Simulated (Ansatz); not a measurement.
HfC (NiAs type), DFT, PBE, PAW with Ansatz's default frozen-core files, scalar-relativistic (Ansatz 0.2.0), on 1 thread of Intel(R) Xeon(R) Platinum 8259CL CPU @ 2.50GHz (Skylake/Cascade Lake) (shared host).

Command: `ansatz run input.yaml --threads 1 --pin off --max-ram 3072MiB --backend cpu --events-out ev --progress --plain --runs-dir out`

```yaml
crystal:
  lattice:
    - [2.7742486996, 0.0, 0.0]
    - [-1.3871243498, 2.4025698503, 0.0]
    - [0.0, 0.0, 5.1155769683]
  atoms:
    - { symbol: Hf, position: [0.0, 0.0, 0.0] }
    - { symbol: Hf, position: [0.0, 0.0, 0.5] }
    - { symbol: C, position: [0.3333333333, 0.6666666667, 0.25] }
    - { symbol: C, position: [0.6666666667, 0.3333333333, 0.75] }
kpoints:
  mp_grid: { grid: [10, 10, 6] }
scf:
  occupations: { method: fermi_dirac, width: 0.05 }
hamiltonian:
  xc: pbe
  pseudopotentials: { kind: paw }
output:
  forces: true
  stress: true
  eigenvalues: true
  populations: true
```

Question: How large is the problem that the program sets up?

Answer: 56 irreducible k-points, 665 plane waves at Γ, 36 bands.

Question: About how long does it take?

Answer: 5.9 s of wall time for 8 SCF iterations. Times on shared machines scatter by tens of per cent.
